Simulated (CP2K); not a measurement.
# Fe: equation of state with PBEsol

Fe:

```xyz
1
Lattice="2.7626 0.0000 0.0000 1.3978 2.0379 0.0000 1.3648 0.1657 2.0312" Properties=species:S:1:pos:R:3 pbc="T T T"
Fe    0.0000    0.0000    0.0000
```

* Program: CP2K 2026.2
* Task: equation of state
* Functional: PBEsol
* Potentials or basis: POTENTIAL_UZH Fe GTH-PBE-q16; TZVP-MOLOPT-PBE-GTH basis
* Density cutoff: 6803 eV
* k mesh: 13 × 13 × 13
* Occupations: fermi-dirac, width 0.05 eV
* Spin: collinear spin, ferromagnetic start
* Starting moments: [3.0] μB

| Quantity | Value |
| --- | --- |
| Equilibrium volume | 11.01 Å³/atom (rough: see the caveat) |
| Bulk modulus at fixed shape and positions | 198 GPa (rough) |

Energy against volume, from the lowest point:
| volume (Å³/atom) | energy (meV/atom) |
| --- | --- |
| 10.749 | 3.91 |
| 10.978 | 0.00 |
| 11.207 | 1.89 |
| 11.435 | 8.86 |
| 11.664 | 20.38 |
| 11.893 | 34.86 |

All runs of the series together: 35 min on 1 thread of Arm Neoverse V2 (shared host).

Caveat: the fit is doubtful: noisy points or a state that changes with volume; the cell was scaled at fixed shape and fractional positions, which overstates the stiffness of a crystal with free parameters, most of all of layers and chains; the potentials were made for another functional, which shifts forces and pressure; the basis of atomic orbitals isn't converged, which shifts pressures, moduli and gaps.
